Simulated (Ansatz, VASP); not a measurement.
## Two plane-wave programs on SiW

```
CELL_PARAMETERS angstrom
3.06465 0.00000 0.00000
0.00000 3.06465 0.00000
0.00000 0.00000 3.06465
ATOMIC_POSITIONS crystal
Si 0.00000 0.00000 0.00000
W 0.50000 0.50000 0.50000
```

Alike in both runs: functional PBE; k mesh 6 × 6 × 6; occupations gaussian, width 0.1 eV; no spin polarisation.

Ansatz relaxed the structure, and its values are those at the end. VASP's run is a single point on that final structure, the one shown.

```csv
,VASP,Ansatz
version,VASP 6.6.1,Ansatz 0.2.0
potentials or method,"VASP PAW PBE potentials, release 64 (Si, W_sv)","scalar-relativistic, plane waves, PAW"
plane-wave cutoff (eV),520,420
valence electrons in the cell,18,18
```

```csv
,VASP,Ansatz,Ansatz less VASP
gap on the k mesh at the Fermi level (eV),none,none,-
pressure (GPa),0.1,-0.1,-0.19
```

A gap of «none» marks a metal or a gap that the smearing closes. The functional is the same, so the differences come from potentials, cutoffs and numerics.

Spin-orbit coupling is left out, which matters for the levels of W.
